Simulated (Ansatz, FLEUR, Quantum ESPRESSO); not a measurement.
# KI: programs and potentials compared

```xyz
2
Lattice="0.0000 3.5328 3.5328 3.5328 0.0000 3.5328 3.5328 3.5328 0.0000" Properties=species:S:1:pos:R:3 pbc="T T T"
I     3.5328    3.5328    3.5328
K     0.0000    0.0000    0.0000
```

Alike in all runs: task band structure; functional LDA; k mesh 7 × 7 × 7; occupations fermi-dirac, width 0.05 eV; no spin polarisation; no spin-orbit coupling. LDA stands for any of its common fits. Pressure is positive in compression and, in plane waves, holds the error of the finite cutoff, which Ansatz's Pulay term estimates and takes out. Gaps are the smaller of the mesh's and the band path's.

| program and potentials | plane-wave cutoff (eV) | notes | band gap (eV) | pressure (GPa) |
| --- | --- | --- | --- | --- |
| Ansatz, Ansatz PAW | 420 | potentials made for PBE, which Ansatz adapts in part; 13 valence electrons an atom on average | 3.61 | -1.31 |
| FLEUR, all-electron, FLAPW | - | - | 3.61 | - |
| Quantum ESPRESSO, PseudoDojo 0.4.1 SR LDA stringent | 1034 | 13 valence electrons an atom on average | 3.60 | -1.33 |
| Ansatz, all-electron LAPW, scalar-relativistic | - | - | 3.60 | -1.31 |
| Quantum ESPRESSO, PseudoDojo 0.4.1 SR LDA standard | 980 | 8 valence electrons an atom on average | 3.60 | -1.32 |

The band gap spans 3.60 (Quantum ESPRESSO, PseudoDojo 0.4.1 SR LDA standard) to 3.61 eV (FLEUR, all-electron, FLAPW), with all-electron results at 3.60 to 3.61. The pressure spans -1.33 (Quantum ESPRESSO, PseudoDojo 0.4.1 SR LDA stringent) to -1.31 GPa (Ansatz, all-electron LAPW, scalar-relativistic), with all-electron results at -1.31. Spin-orbit coupling, left out here, moves the band edges of heavy atoms.

Differences between rows come from potentials, basis sets and numerical settings, since the functional is the same but for its coding. Runs on potential files found faulty are left out.
